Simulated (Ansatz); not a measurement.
System: fluorite SrF2. Method: HSE06-D3(BJ) (Ansatz, an electronic-structure program, plane waves, PAW).

Settings: plane-wave cutoff 460 eV, 8×8×8 k mesh, Fermi–Dirac smearing 0.01 eV, scalar-relativistic PAW data made under PBE.

Equation-of-state points:

| V (Å³/atom) | E − E_lowest (meV/atom) |
|---|---|
| 15.097 | 10.11 |
| 15.494 | 2.32 |
| 15.989 | 0.00 |
| 16.289 | 2.05 |
| 16.686 | 8.27 |

Task: What bulk modulus B0 and pressure derivative B′ does a third-order Birch–Murnaghan fit give?

Result: V0 = 15.893 Å³/atom, B0 = 74.6 GPa, B′ = 4.6 (fit to the energies at full precision).

Measured, for comparison: bulk modulus 69 GPa (temperature not stated, not corrected to a static lattice; as tabulated in On the Morphology of Group II Metal Fluoride Nanocrystals at Finite Temperature …). Computed (rounded) less measured: bulk modulus +8 %. A static lattice is as a rule a little smaller and stiffer than an uncorrected measurement, which narrows the difference in the bulk modulus and would widen misses of the other sign.

The computed numbers hold no vibrational or temperature effects.
